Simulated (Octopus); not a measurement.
RbBr: equation of state with PBE

Crystal: RbBr.

```
Rb Br
1.0
     0.00000    3.42700    3.42700
     3.42700    0.00000    3.42700
     3.42700    3.42700    0.00000
Rb Br
1 1
Cartesian
  0.0000 0.0000 0.0000
  3.4270 3.4270 3.4270
```

```yaml
Program: Octopus 16.4
Task: equation of state
Functional: PBE
Potentials_or_basis: pseudodojo_pbe (PseudoDojo 0.5, PBE)
k_mesh: 7 × 7 × 7
Occupations: fermi-dirac, width 0.05 eV
Spin: no spin polarisation
```

The equilibrium volume is 41.53 Å³/atom (rough: see the caveat) and the bulk modulus is 26 GPa (rough).

Energy against volume, from the lowest point:
```csv
volume (Å³/atom),energy (meV/atom)
37.833,26.65
38.638,17.41
39.443,10.31
40.248,4.63
41.053,0.00
41.858,4.03
42.663,3.29
```

All runs of the series together: 18 min on 1 thread of Arm Neoverse V1 (shared host).

Caveat: the points scatter about the fit; the fit is doubtful: noisy points or a state that changes with volume; the number of grid points is fixed, so the spacing changes with the cell, which shifts volumes and moduli.
